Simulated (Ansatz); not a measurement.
# Molecular dynamics of Ge

The input (input.yaml):

```yaml
accuracy: low
crystal:
  lattice:
    - [0.0, 5.842705, 5.842705]
    - [5.842705, 0.0, 5.842705]
    - [5.842705, 5.842705, 0.0]
  atoms:
    - { symbol: Ge, position: [0.0036739, 0.02235878, -0.03618925] }
    - { symbol: Ge, position: [0.1183382, 0.12602891, 0.08196656] }
    - { symbol: Ge, position: [-0.01312286, -0.05140403, 0.51462504] }
    - { symbol: Ge, position: [0.05416312, 0.1687436, 0.59706632] }
    - { symbol: Ge, position: [-0.02210243, 0.45335919, 0.05700886] }
    - { symbol: Ge, position: [0.10882532, 0.65776259, 0.06017154] }
    - { symbol: Ge, position: [0.008615, 0.51270278, 0.52866993] }
    - { symbol: Ge, position: [0.1130726, 0.58592012, 0.64786359] }
    - { symbol: Ge, position: [0.59081311, -0.08471818, -0.01659494] }
    - { symbol: Ge, position: [0.67816096, 0.12447891, 0.03938347] }
    - { symbol: Ge, position: [0.47145037, 0.01708442, 0.42487397] }
    - { symbol: Ge, position: [0.63187175, 0.05362315, 0.62937906] }
    - { symbol: Ge, position: [0.58540041, 0.50179241, -0.04216237] }
    - { symbol: Ge, position: [0.62378599, 0.60286721, 0.14671782] }
    - { symbol: Ge, position: [0.53324374, 0.44105017, 0.52929068] }
    - { symbol: Ge, position: [0.64208454, 0.66770527, 0.57059789] }
basis:
  ecutwfc: 420.0
kpoints:
  mp_grid: { grid: [2, 2, 2] }
hamiltonian:
  xc: pbe
  dispersion: d3bj
scf:
  occupations: { method: fermi_dirac, width: 0.36 }
  lower_state_search: "off"
md:
  timestep: 2.25
  n_steps: 60
  ensemble: npt_langevin
  temperature: 2940.0
  initial_velocities: maxwell_boltzmann
  seed: 114214
  friction: 0.01
  pressure: 1.0
  fix_cell: [shape]
```

Launched with:

```bash
$ ansatz run input.yaml --threads 2 --pin off --max-ram 5120MiB --backend cpu --events-out ev --progress --plain --runs-dir out
```

It goes on from the last frame of an earlier run, with new velocities.

Output, in part (warnings, step lines):

```
WARN: dispersion: an atom stands within reach of a switch of its C6 between two reference coordination numbers of its element: through that C6 alone, e_disp changes by 0.025 eV or more while the distances to its neighbours run over a stretch of 0.05 Å that contains this geometry (sites counted from …
md step     0: t =     0.00 fs  T =  2756.3 K  F+E_penalty+E_count = -68716.88064309 eV  E_kin = 5.700366 eV  conserved = -68710.20773627 eV  P_inst = 6.0430 GPa  V = 398.9072 Å³  selection 1  (8 SCF iters)
md step     1: t =     2.25 fs  T =  2731.5 K  F+E_penalty+E_count = -68716.83467234 eV  E_kin = 5.649106 eV  conserved = -68710.20607186 eV  P_inst = 6.0446 GPa  V = 398.8815 Å³  selection 1  (7 SCF iters)
md step     2: t =     4.50 fs  T =  2574.7 K  F+E_penalty+E_count = -68716.85723375 eV  E_kin = 5.324977 eV  conserved = -68710.20549532 eV  P_inst = 5.9057 GPa  V = 398.7869 Å³  selection 1  (7 SCF iters)
md step     3: t =     6.75 fs  T =  2501.7 K  F+E_penalty+E_count = -68717.00980143 eV  E_kin = 5.173814 eV  conserved = -68710.20640902 eV  P_inst = 5.6874 GPa  V = 398.7196 Å³  selection 1  (7 SCF iters)
md step     4: t =     9.00 fs  T =  2471.8 K  F+E_penalty+E_count = -68717.27955804 eV  E_kin = 5.112171 eV  conserved = -68710.20925713 eV  P_inst = 5.3648 GPa  V = 398.7186 Å³  selection 1  (7 SCF iters)
md step     5: t =    11.25 fs  T =  2719.1 K  F+E_penalty+E_count = -68717.59987034 eV  E_kin = 5.623637 eV  conserved = -68710.21009040 eV  P_inst = 5.1224 GPa  V = 398.7409 Å³  selection 1  (5 SCF iters)
md step     6: t =    13.50 fs  T =  2670.2 K  F+E_penalty+E_count = -68717.90682556 eV  E_kin = 5.522365 eV  conserved = -68710.21022100 eV  P_inst = 4.7103 GPa  V = 398.7524 Å³  selection 1  (5 SCF iters)
md step     7: t =    15.75 fs  T =  3115.7 K  F+E_penalty+E_count = -68718.18876166 eV  E_kin = 6.443751 eV  conserved = -68710.21173543 eV  P_inst = 4.5849 GPa  V = 398.7953 Å³  selection 1  (5 SCF iters)
[... lines left out ...]
```

The steps, from the saved trajectory:

```csv
time (fs),T (K),potential energy less start (eV),conserved less start (meV/atom),P (GPa),volume (Å³)
0.0,2756,0.000,0.00,6.0,398.9
4.5,2575,0.023,0.14,5.9,398.8
9.0,2472,-0.399,-0.10,5.4,398.7
13.5,2670,-1.026,-0.16,4.7,398.8
18.0,3296,-1.569,-0.35,4.3,399.0
22.5,3152,-1.910,-0.27,3.7,399.4
27.0,3498,-2.075,-0.22,3.6,399.7
31.5,3331,-1.982,-0.24,3.5,400.3
36.0,3064,-1.752,-0.11,3.4,400.8
40.5,2542,-1.432,-0.06,3.1,401.5
45.0,2389,-1.126,0.04,2.9,402.3
49.5,2145,-0.899,0.04,2.8,402.7
54.0,2448,-0.847,-0.03,3.0,402.7
58.5,2345,-0.898,0.00,2.9,402.8
63.0,2237,-0.951,0.10,2.7,403.3
67.5,2281,-1.123,0.05,2.4,403.8
72.0,2663,-1.337,-0.03,2.3,404.5
76.5,2957,-1.540,-0.18,2.1,405.1
81.0,3059,-1.640,-0.27,1.9,405.8
85.5,3139,-1.510,-0.30,2.0,406.3
90.0,2852,-1.186,-0.05,1.9,406.9
94.5,2696,-0.900,0.09,1.9,407.1
99.0,2512,-0.723,0.15,1.8,407.1
103.5,2309,-0.592,0.14,1.7,407.3
108.0,2353,-0.541,0.05,1.7,407.4
112.5,2485,-0.562,-0.06,1.7,407.2
117.0,2118,-0.548,0.03,1.6,406.9
121.5,1972,-0.530,0.10,1.6,406.6
126.0,1962,-0.463,0.15,1.8,405.8
130.5,2032,-0.448,0.16,2.0,405.1
135.0,2093,-0.447,0.17,2.0,405.0
```

The run went to its last step. The conserved energy stayed within 0.38 meV per atom of its start (net change 0.17 meV per atom), so the integration is sound. The mean temperature of the second half is 16 % below the set value. A run of 0.14 ps of so small a system gives no equilibrium averages. Limits of this set-up: coarse k mesh, low accuracy level. The cell's volume went from 399 to 405 Å³.

Mean squared displacements from the first frame to the last, about the centre of mass, the cell's change included: Ge 0.59 Å².

Last frame:

```xyz
16
Lattice="0.0000 5.8723 5.8723 5.8723 0.0000 5.8723 5.8723 5.8723 0.0000" Properties=species:S:1:pos:R:3
Ge -0.546 -0.464 -0.524
Ge 1.280 1.579 1.321
Ge 2.441 3.231 -0.226
Ge 4.036 3.841 1.673
Ge 3.331 0.642 2.707
Ge 4.143 1.490 4.825
Ge 5.848 3.087 3.600
Ge 7.617 5.345 4.776
Ge -0.533 2.038 2.701
Ge 0.800 3.133 4.890
Ge 1.851 4.855 2.970
Ge 2.858 7.042 4.705
Ge 3.103 3.114 6.300
Ge 4.457 4.580 7.276
Ge 5.500 6.175 5.392
Ge 7.379 6.928 7.364
```

Run time: 15 min on 2 threads of Arm Neoverse V2, on a shared host, peak memory 1.4 GiB.
